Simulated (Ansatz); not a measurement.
## Density of states of ZnSe

```
CELL_PARAMETERS angstrom
0.00000 2.83380 2.83380
2.83380 0.00000 2.83380
2.83380 2.83380 0.00000
ATOMIC_POSITIONS crystal
Zn 0.00000 0.00000 0.00000
Se 0.75000 0.75000 0.75000
```

The cell comes from COD entry 9008857, which wasn't checked; take it as a given geometry.

The calculation used DFT, LDA, all-electron LAPW, scalar-relativistic (Ansatz 0.2.0).

Sampling and basis: a Γ-centred 8×8×8 k mesh, Fermi–Dirac smearing of 0.03 eV, basis error target 1 meV/atom, no spin polarisation.

States per eV and cell, averaged over 0.6 eV, from -7.1 to 5.3 eV, with energies (bin centres) from the valence-band top; empty bins are left out. The partial columns, the largest 4 alone, are projections on Löwdin-orthogonalised atomic shells (those that the program's projection atoms carry: the occupied ones and, for some elements, an empty d or f shell; other empty shells have no column), summed over atoms of an element. Weights on diffuse s and p shells depend on that basis and aren't pure angular character.

```csv
E (eV),total,Zn 3d,Se 4p,Zn 4s,Se 4s
-6.9,3.03,2.76,0.24,0.03,0.00
-6.3,13.63,13.10,0.39,0.08,0.05
-5.1,0.58,0.03,0.37,0.16,0.01
-4.5,1.70,0.16,0.95,0.50,0.06
-3.9,0.49,0.06,0.28,0.10,0.04
-3.3,0.35,0.04,0.23,0.05,0.03
-2.7,1.48,0.09,1.25,0.06,0.02
-2.1,1.78,0.09,1.55,0.04,0.02
-1.5,1.87,0.10,1.65,0.03,0.01
-0.9,1.41,0.08,1.26,0.01,0.00
-0.3,0.35,0.02,0.32,0.00,0.00
1.5,0.01,0.00,0.00,0.00,0.00
2.1,0.04,0.00,0.01,0.02,0.01
2.7,0.34,0.00,0.08,0.16,0.03
3.3,1.15,0.00,0.23,0.40,0.06
3.9,1.77,0.01,0.37,0.55,0.04
4.5,0.72,0.00,0.14,0.18,0.01
5.1,0.77,0.00,0.10,0.11,0.00
```

**Question.** Which of the resolved shells contributes most in the top eV of the valence band?

**Answer.** Se 4p, with 90 % of all states there; Zn 3d follows with 6 %.

**Question.** Where is the centre of the filled Zn 3d states between -13 eV and the top of the filled states?

**Answer.** -6.28 eV from the valence-band top.
